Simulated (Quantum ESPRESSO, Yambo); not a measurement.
Planning a run of Quantum ESPRESSO 7.5 on ZnSe (Stilleite). The input:

```
&control
  calculation = 'nscf'
  prefix = 'x'
  outdir = 'o'
  pseudo_dir = 'pseudo'
/
&system
  ibrav = 0
  nat = 2
  ntyp = 2
  ecutwfc = 78.0
  nbnd = 274
  force_symmorphic = .true.
  noncolin = .true.
  lspinorb = .true.
/
&electrons
  conv_thr = 1e-9
  electron_maxstep = 80
  diago_full_acc = .true.
  diago_thr_init = 5e-6
/
ATOMIC_SPECIES
  Zn 65.38 Zn.upf
  Se 78.971 Se.upf
CELL_PARAMETERS angstrom
  -0.0000000000 2.8338000000 2.8338000000
  2.8338000000 -0.0000000000 2.8338000000
  2.8338000000 2.8338000000 0.0000000000
ATOMIC_POSITIONS crystal
  Zn 0.0000000000 0.0000000000 0.0000000000
  Se 0.2500000000 0.2500000000 0.2500000000
K_POINTS automatic
  4 4 4 0 0 0
```

```sh
OMP_NUM_THREADS=1 mpirun -n 4 pw.x -nk 4 -in pw.in > pw.out
```

Question: How long will it take on 4 MPI ranks of Arm Neoverse V2, shared host, and how much memory?

It took 41 s; on shared hardware allow 20 s to 82 s. Peak host memory was 0.89 GiB.

[Paths, hosts, dates, memory and timing lines, banners, echoed tables and standing remarks are left out of the program output.]

[Logs are printed without paths, hosts, clocks, repeated set-up lines and the standing remarks that a program may print on its own settings, such as how far it seeks lower states.]

[Runs of the session that timed out or met a known fault of the program may be left out.]

[Hosts, paths, dates, database ids (printed as entryN), source tags and the programs' standing remarks are cut or masked in the printed files.]
